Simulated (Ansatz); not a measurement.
## MgS (Niningerite): relaxation of cell and atoms with PBEsol+D4

MgS (Niningerite):

```xyz
2
Lattice="0.0000 2.6016 2.6016 2.6016 0.0000 2.6016 2.6016 2.6016 0.0000" Properties=species:S:1:pos:R:3 pbc="T T T"
S     2.6016    2.6016    2.6016
Mg    0.0000    0.0000    0.0000
```

```yaml
Program: Ansatz 0.2.0
Task: relaxation of cell and atoms
Functional: PBEsol
Dispersion: D4
Potentials_or_basis: Ansatz PAW
Cutoff: "420 eV (not typed: the program's choice for these potentials)"
k_mesh: 9 × 9 × 9
Occupations: fermi-dirac, width 0.05 eV
Spin: no spin polarisation
```

- Relaxed volume: 17.07 Å³/atom
- Relaxed cell: a = 3.641 Å, b = 3.641 Å, c = 3.641 Å, α = 60.00°, β = 60.00°, γ = 60.00°
- Space group after relaxing (to 0.05 Å): Fm-3m (No. 225)
- Energy gained by relaxing: 4.1 meV/atom
- Ionic steps: 4
- Pressure after relaxing: 0.0 GPa
- Band gap on the k mesh: 2.90 eV, indirect (least direct gap 3.84 eV)

The path:
| step | energy change (eV) | largest force (eV/Å) | volume (Å³) |
| --- | --- | --- | --- |
| 1 | 0.0000 | 0.0000 | 35.22 |
| 2 | -0.0080 | 0.0000 | 34.31 |
| 3 | -0.0082 | 0.0000 | 34.13 |
| 4 | -0.0081 | 0.0000 | 34.13 |

Final structure:
```
CELL_PARAMETERS angstrom
0.00000 2.57467 2.57467
2.57467 0.00000 2.57467
2.57467 2.57467 0.00000
ATOMIC_POSITIONS crystal
S 0.50000 0.50000 0.50000
Mg 0.00000 0.00000 0.00000
```

Levels at points of the mesh, in eV from the valence-band top:
```
           k point  band 5  band 6  band 7  band 8  band 9  band 10  band 11  band 12
(0.00, 0.00, 0.00)  -12.86    0.00    0.00    0.00    3.84     7.79     7.79     7.79
```

Run time: 3.1 s on 2 threads of Arm Neoverse V2, with other jobs on the host, peak memory 0.28 GiB.

Caveat: odd divisions of the mesh miss points on the zone boundary, where band edges often lie, so the gap on the mesh can be too wide; the plane-wave basis is chosen anew once the cell has moved, so the energies of steps on either side of that aren't comparable; the PAW data sets come from PBE, with cores solved anew for the run's functional, which leaves a small shift of forces and pressure. A k mesh can miss the band edges.
